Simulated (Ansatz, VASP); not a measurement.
# One calculation of W, two programs

The input INCAR:

```
SYSTEM = W
ALGO     = Normal         ! electronic algorithm
EDIFF    = 1E-7           ! SCF threshold, eV
ENCUT    = 520            ! plane-wave cutoff, eV
GGA      = PE             ! functional
ISIF     = 2              ! what is computed and relaxed
ISMEAR   = -1             ! smearing method
LASPH    = .TRUE.         ! aspherical terms in the spheres
LCHARG   = .FALSE.        ! write CHGCAR
LREAL    = .FALSE.        ! projectors in reciprocal space
LWAVE    = .FALSE.        ! write WAVECAR
NBANDS   = 13             ! bands
NELM     = 80             ! most SCF steps
PREC     = Accurate       ! precision mode
SIGMA    = 0.1            ! smearing width, eV
```

The input KPOINTS:

```
k-points
0
G
  11 11 11
  0 0 0
```

Contents of POSCAR:

```
W
1.0
   -1.5921723362      1.5921723362      1.5921723362
    1.5921723362     -1.5921723362      1.5921723362
    1.5921723362      1.5921723362     -1.5921723362
W
1
Direct
    0.0000000000      0.0000000000      0.0000000000
```

Input for Ansatz:

```yaml
crystal:
  lattice:
    - [-1.5921723362, 1.5921723362, 1.5921723362]
    - [1.5921723362, -1.5921723362, 1.5921723362]
    - [1.5921723362, 1.5921723362, -1.5921723362]
  atoms:
    - { symbol: W, position: [0.0, 0.0, 0.0] }
hamiltonian:
  xc: pbe
  pseudopotentials:
    kind: paw
    azcp:
      W: "pseudopotentials/W.paw.azcp"
basis:
  ecutwfc: 420
  fft_grid_basis: typed
kpoints:
  mp_grid: { grid: [11, 11, 11], shift: [0, 0, 0] }
magnetization:
  spin_polarized: false
scf:
  occupations: { method: fermi_dirac, width: 0.1 }
  lower_state_search: "off"
output:
  stress: true
  write_density: true
  write_potential: true
  elf: true
  volumetric_format: npy
```

Alike in both runs: task single point; functional PBE; k mesh 11 × 11 × 11; occupations fermi-dirac, width 0.1 eV; no spin polarisation.

|  | VASP | Ansatz |
| --- | --- | --- |
| version | VASP 6.6.1 | Ansatz 0.2.0 |
| potentials or method | VASP PAW PBE potentials, release 64 (W_sv) | plane waves (420 eV) with PAW, scalar-relativistic |
| plane-wave cutoff (eV) | 520 | 420 |
| valence electrons in the cell | 14 | 14 |

```tsv
	VASP	Ansatz	Ansatz less VASP
pressure (GPa)	0.6	0.1	-0.50
```

The runs have no spin-orbit coupling, so splittings on W are missing.
